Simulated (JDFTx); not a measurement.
Crystal: HfB2.

```
Hf B
1.0
     3.14000    0.00000    0.00000
    -1.57000    2.71932    0.00000
     0.00000    0.00000    3.48000
Hf B
1 2
Direct
  0.00000 0.00000 0.00000
  0.66667 0.33333 0.50000
  0.33333 0.66667 0.50000
```

```yaml
Program: JDFTx 1.7.0 (patched build)
Task: relaxation of cell and atoms
Functional: r2SCAN
Potentials_or_basis: SG15-PBE-1.2 with smoothed tails
Cutoff: 1088 eV
Density_cutoff: 8708 eV
k_mesh: 5 × 5 × 4
Occupations: fermi-dirac, width 0.05 eV
Spin: no spin polarisation
```

At the start: pressure -8.5 GPa; volume 9.90 Å³/atom.

Problem. How do energy, volume and symmetry change on relaxing?

Solution. Over 7 steps the energy falls by 10.1 meV/atom and the volume is 9.56 Å³/atom (-3.4 %); space group P6/mmm (No. 191, to 0.05 Å).

The path:
| step | energy change (eV) | largest force (eV/Å) | pressure (GPa) | volume (Å³) |
| --- | --- | --- | --- | --- |
| 1 | 0.0000 | 0.0000 | -8.49 | 29.71 |
| 2 | -0.0077 | 0.0000 | -7.30 | 29.56 |
| 3 | -0.0293 | 0.0000 | 0.01 | 28.70 |
| 4 | -0.0301 | 0.0000 | -0.07 | 28.71 |
| 5 | -0.0303 | 0.0000 | -0.01 | 28.69 |
| 6 | -0.0303 | 0.0000 | 0.01 | 28.69 |
| 7 | -0.0303 | 0.0000 | 0.00 | 28.69 |

Final structure:
```xyz
3
Lattice="3.1152 0.0000 0.0000 -1.5576 2.6979 0.0000 0.0000 0.0000 3.4138" Properties=species:S:1:pos:R:3 pbc="T T T"
Hf    0.0000    0.0000    0.0000
B     1.5576    0.8993    1.7069
B     0.0000    1.7986    1.7069
```

Caveat: the k mesh is coarse (spacing up to 0.46 Å⁻¹), so the values aren't converged; meta-GGA forces are noisy on this grid; the potentials were made for another functional, which shifts forces and pressure.
